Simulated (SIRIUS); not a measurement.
# Hf in SIRIUS: convergence with smearing width

Input of the first run (smearing width 0.3 eV); the others differ in this setting and in those tied to it:

Contents of sirius.json:

```json
{
  "control": {
    "processing_unit": "cpu",
    "std_evp_solver_name": "lapack",
    "gen_evp_solver_name": "lapack",
    "verbosity": 2,
    "print_forces": true,
    "ortho_rf": true,
    "use_second_variation": true,
    "rmt_max": 3.0,
    "num_bands_to_print": 24,
    "save_wf": true
  },
  "parameters": {
    "electronic_structure_method": "full_potential_lapwlo",
    "xc_functionals": ["XC_GGA_X_PBE_SOL", "XC_GGA_C_PBE_SOL"],
    "core_relativity": "dirac",
    "valence_relativity": "iora",
    "num_fv_states": 37,
    "smearing": "fermi_dirac",
    "smearing_width": 0.0110247967,
    "pw_cutoff": 20,
    "gk_cutoff": 3.47,
    "lmax_apw": 11,
    "lmax_rho": 8,
    "lmax_pot": 8,
    "num_mag_dims": 0,
    "auto_rmt": 0,
    "ngridk": [10, 10, 5],
    "shiftk": [0, 0, 0],
    "num_dft_iter": 80,
    "energy_tol": 1e-07,
    "density_tol": 1e-05,
    "use_symmetry": true
  },
  "settings": {"tol_ne": 1e-10},
  "iterative_solver": {"type": "exact"},
  "mixer": {"type": "anderson", "beta": 0.5, "max_history": 8},
  "unit_cell": {
    "lattice_vectors": [[6.0408875026, 0.0, 0.0], [-3.0204437513, 5.2315620387, 0.0], [0.0, 0.0, 9.5578567931]],
    "atom_types": ["Hf"],
    "atom_files": {"Hf": "Hf.json"},
    "atoms": {"Hf": [[0.6666666667, 0.3333333333, 0.75], [0.3333333333, 0.6666666667, 0.25]]}
  }
}
```

The input Hf.json:

```json
{
  "name": "hafnium",
  "symbol": "Hf",
  "number": 72,
  "mass": 178.49,
  "rmin": 1e-06,
  "rmt": 2.65,
  "nrmt": 800,
  "rinf": 17.22,
  "core": "1s2s2p3s3p3d4s4p4d",
  "valence": [
    {"basis": [{"enu": 0.12, "dme": 0, "n": 0, "auto": 0}, {"enu": 0.12, "dme": 1, "n": 0, "auto": 0}]},
    {"l": 0, "n": 1, "basis": [{"enu": 0.22, "dme": 0, "n": 0, "auto": 0}]},
    {"l": 1, "n": 2, "basis": [{"enu": 0.22, "dme": 0, "n": 0, "auto": 0}]},
    {"l": 2, "n": 3, "basis": [{"enu": 0.22, "dme": 0, "n": 0, "auto": 0}]},
    {"l": 3, "n": 4, "basis": [{"enu": 0.22, "dme": 0, "n": 0, "auto": 0}]},
    {"l": 4, "n": 5, "basis": [{"enu": 0.22, "dme": 0, "n": 0, "auto": 0}]}
  ],
  "lo": [
    {"l": 0, "basis": [{"enu": 0.22, "dme": 0, "n": 0, "auto": 0}, {"enu": 0.22, "dme": 1, "n": 0, "auto": 0}]},
    {
      "l": 0,
      "basis": [{"enu": -2.1307, "dme": 0, "n": 5, "auto": 1}, {"enu": -2.1307, "dme": 1, "n": 5, "auto": 1}]
    },
    {
      "l": 0,
      "basis": [{"enu": -2.1307, "dme": 1, "n": 5, "auto": 1}, {"enu": 0.22, "dme": 0, "n": 0, "auto": 0}]
    },
    {"l": 0, "basis": [{"enu": 0.22, "dme": 0, "n": 0, "auto": 0}, {"enu": 2.4984, "dme": 0, "n": 0, "auto": 0}]},
    {"l": 1, "basis": [{"enu": 0.22, "dme": 0, "n": 0, "auto": 0}, {"enu": 0.22, "dme": 1, "n": 0, "auto": 0}]},
    {
      "l": 1,
      "basis": [{"enu": -0.983, "dme": 0, "n": 5, "auto": 1}, {"enu": -0.983, "dme": 1, "n": 5, "auto": 1}]
    },
    {"l": 1, "basis": [{"enu": -0.983, "dme": 1, "n": 5, "auto": 1}, {"enu": 0.22, "dme": 0, "n": 0, "auto": 0}]},
    {"l": 1, "basis": [{"enu": 0.22, "dme": 0, "n": 0, "auto": 0}, {"enu": 2.8401, "dme": 0, "n": 0, "auto": 0}]},
    {"l": 2, "basis": [{"enu": 0.22, "dme": 0, "n": 0, "auto": 0}, {"enu": 0.22, "dme": 1, "n": 0, "auto": 0}]},
    {"l": 2, "basis": [{"enu": 0.22, "dme": 1, "n": 0, "auto": 0}, {"enu": 0.22, "dme": 2, "n": 0, "auto": 0}]},
    {"l": 2, "basis": [{"enu": 0.22, "dme": 0, "n": 0, "auto": 0}, {"enu": 2.4414, "dme": 0, "n": 0, "auto": 0}]},
    {"l": 3, "basis": [{"enu": 0.22, "dme": 0, "n": 0, "auto": 0}, {"enu": 0.22, "dme": 1, "n": 0, "auto": 0}]},
    {
      "l": 3,
      "basis": [{"enu": -0.3073, "dme": 0, "n": 4, "auto": 1}, {"enu": -0.3073, "dme": 1, "n": 4, "auto": 1}]
    },
    {
      "l": 3,
      "basis": [{"enu": -0.3073, "dme": 1, "n": 4, "auto": 1}, {"enu": 0.22, "dme": 0, "n": 0, "auto": 0}]
    },
    {"l": 3, "basis": [{"enu": 0.22, "dme": 0, "n": 0, "auto": 0}, {"enu": 3.5237, "dme": 0, "n": 0, "auto": 0}]},
    {"l": 4, "basis": [{"enu": 0.22, "dme": 0, "n": 0, "auto": 0}, {"enu": 0.22, "dme": 1, "n": 0, "auto": 0}]},
    {"l": 4, "basis": [{"enu": 0.22, "dme": 0, "n": 0, "auto": 0}, {"enu": 2.9541, "dme": 0, "n": 0, "auto": 0}]}
  ],
  "free_atom": [... radial grid and density of the free atom, the start of the SCF ...]
}
```

The input sirius_start.json:

```json
{
  "control": {
    "processing_unit": "cpu",
    "std_evp_solver_name": "lapack",
    "gen_evp_solver_name": "lapack",
    "verbosity": 1,
    "print_forces": false,
    "ortho_rf": true,
    "use_second_variation": true,
    "rmt_max": 3.0,
    "num_bands_to_print": 24,
    "save_wf": false
  },
  "parameters": {
    "electronic_structure_method": "full_potential_lapwlo",
    "xc_functionals": ["XC_LDA_X", "XC_LDA_C_PW"],
    "core_relativity": "dirac",
    "valence_relativity": "iora",
    "num_fv_states": 37,
    "smearing": "fermi_dirac",
    "smearing_width": 0.0055123983,
    "pw_cutoff": 20,
    "gk_cutoff": 2.78,
    "lmax_apw": 11,
    "lmax_rho": 8,
    "lmax_pot": 8,
    "num_mag_dims": 0,
    "auto_rmt": 0,
    "ngridk": [4, 4, 2],
    "shiftk": [0, 0, 0],
    "num_dft_iter": 30,
    "energy_tol": 0.01,
    "density_tol": 0.05,
    "use_symmetry": true
  },
  "settings": {"tol_ne": 1e-10},
  "iterative_solver": {"type": "exact"},
  "mixer": {"type": "anderson", "beta": 0.5, "max_history": 8},
  "unit_cell": {
    "lattice_vectors": [[6.0408875026, 0.0, 0.0], [-3.0204437513, 5.2315620387, 0.0], [0.0, 0.0, 9.5578567931]],
    "atom_types": ["Hf"],
    "atom_files": {"Hf": "Hf.json"},
    "atoms": {"Hf": [[0.6666666667, 0.3333333333, 0.75], [0.3333333333, 0.6666666667, 0.25]]}
  }
}
```

Potentials or basis: all-electron FP-LAPW, apw+lo standard.

The run is started by

```console
$ OMP_NUM_THREADS=1 sirius.scf --input=sirius_start.json --output=start.json
$ OMP_NUM_THREADS=1 sirius.scf --input=sirius.json --output=output.json --task=1
```

Hardware: 1 thread of Arm Neoverse V1, with other jobs on the host.

The values tried are 0.3 eV, 0.2 eV, 0.1 eV, 0.05 eV, 0.025 eV, 0.01 eV, loosest first. From which on does the energy stay within 1 meV/atom of the tightest run that finished?

From 0.05 eV on.

```csv
smearing width,"energy less the tightest run, at zero smearing (meV/atom)",SCF cycles,CPU time (s),peak memory (GiB)
0.3 eV,18.35,7,77,0.52
0.2 eV,8.17,7,79,0.52
0.1 eV,1.43,7,78,0.52
0.05 eV,-0.23,7,77,0.52
0.025 eV,-0.30,7,77,0.52
0.01 eV,0.00,7,78,0.52
```

Narrower smearing needs a denser k mesh, so at a fixed mesh the narrowest width isn't the most accurate. The tightest run that finished is the yardstick and may itself not be fully converged.

The run has no spin-orbit coupling, so splittings on Hf are missing.
